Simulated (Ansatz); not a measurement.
# NiGe: the cost of one run

Computed with Ansatz 0.2.0 (DFT PBE, scalar-relativistic, plane waves, PAW, unless a step's input says otherwise).

1 further run of the same task is left out (for a known fault of the program).

### Step 1. The structure to begin with

It takes space group Pnma (No. 62, orthorhombic). The conventional cell has a = 5.393 Å, b = 3.483 Å, c = 5.846 Å, α = 90.00°, β = 90.00°, γ = 90.00°. Ni (site symmetry m) has 6 Ge at 2.35 to 2.52 Å as nearest neighbours. Around Ge (site symmetry m) lie 6 Ni at 2.35 to 2.52 Å.

Structure file:

```
Ni Ge
1.0
     5.39310    0.00000    0.00000
     0.00000    3.48325    0.00000
     0.00000    0.00000    5.84615
Ni Ge
4 4
Direct
  0.99433 0.75000 0.19059
  0.00567 0.25000 0.80941
  0.50567 0.25000 0.69059
  0.49433 0.75000 0.30941
  0.80997 0.75000 0.58749
  0.19003 0.25000 0.41251
  0.69003 0.25000 0.08749
  0.30997 0.75000 0.91251
```

The cell was relaxed beforehand at this level, from a generated guess; it is a trial structure. At a tolerance of 0.05 Å it has space group Pnma (No. 62); it has 13.73 Å³/atom, an uncorrected energy of -0.31 eV/atom over the elements and, on its mesh, gap none (metal).

### Step 2. Volume × 0.97

Contents of input.yaml:

```yaml
crystal:
  lattice:
    - [5.3386234732, 0.0, 0.0]
    - [0.0, 3.4480669873, 0.0]
    - [0.0, 0.0, 5.7870898216]
  atoms:
    - { symbol: Ni, position: [0.994325628, 0.75, 0.1905921774] }
    - { symbol: Ni, position: [0.005674372, 0.25, 0.8094078226] }
    - { symbol: Ni, position: [0.505674372, 0.25, 0.6905921774] }
    - { symbol: Ni, position: [0.494325628, 0.75, 0.3094078226] }
    - { symbol: Ge, position: [0.8099700967, 0.75, 0.5874852123] }
    - { symbol: Ge, position: [0.1900299033, 0.25, 0.4125147877] }
    - { symbol: Ge, position: [0.6900299033, 0.25, 0.0874852123] }
    - { symbol: Ge, position: [0.3099700967, 0.75, 0.9125147877] }
basis:
  ecutwfc: 420
kpoints:
  mp_grid: { grid: [8, 12, 8] }
hamiltonian:
  xc: pbe
scf:
  occupations: { method: gaussian, width: 0.1 }
output:
  forces: true
  stress: true
  eigenvalues: true
relax:
  adjacent_minimum: "off"
  f_tol: 0.01
  max_steps: 30
  cell: { stress_tol: 0.1, fix: [volume] }
```

Run with:

```bash
$ ansatz run input.yaml --threads 4 --pin off --max-ram 8192MiB --backend cpu --events-out ev --progress --plain --runs-dir out
```

Q: Estimate wall time and peak memory on 4 threads of Intel Xeon Platinum 8259CL at 2.50GHz (Skylake/Cascade Lake), shared host.

About 92 s, with a peak of 1.3 GiB.
